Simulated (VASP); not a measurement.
Input of a VASP 6.6.1 run:

INCAR

```
PREC = Accurate
ENCUT = 520
EDIFF = 1E-6
ISMEAR = -1
SIGMA = 0.1
LREAL = False
LASPH = True
NELM = 80
ALGO = Fast
ISIF = 2
LWAVE = False
LCHARG = False
GGA = PE
NBANDS = 10
```

KPOINTS

```
regular mesh
0
Gamma
  5 5 5
```

POSCAR

```
Al
1.0
    0.0000000000      3.0236068483      3.0236068483
    3.0236068483      0.0000000000      3.0236068483
    3.0236068483      3.0236068483      0.0000000000
Al
2
Direct
    0.1250000000      0.1250000000      0.1250000000
    0.8750000000      0.8750000000      0.8750000000
```

Potentials or basis: VASP PAW PBE potentials, release 64 (Al).

Launch:

```sh
$ cat potpaw_PBE.64/Al/POTCAR > POTCAR
$ mpirun -np 1 vasp_std > vasp.out
```

Task: Predict the pressure.

Result: -0.1 GPa.

Task: What does it give for the band gap on the k mesh?

Result: None (metal or under the smearing width).
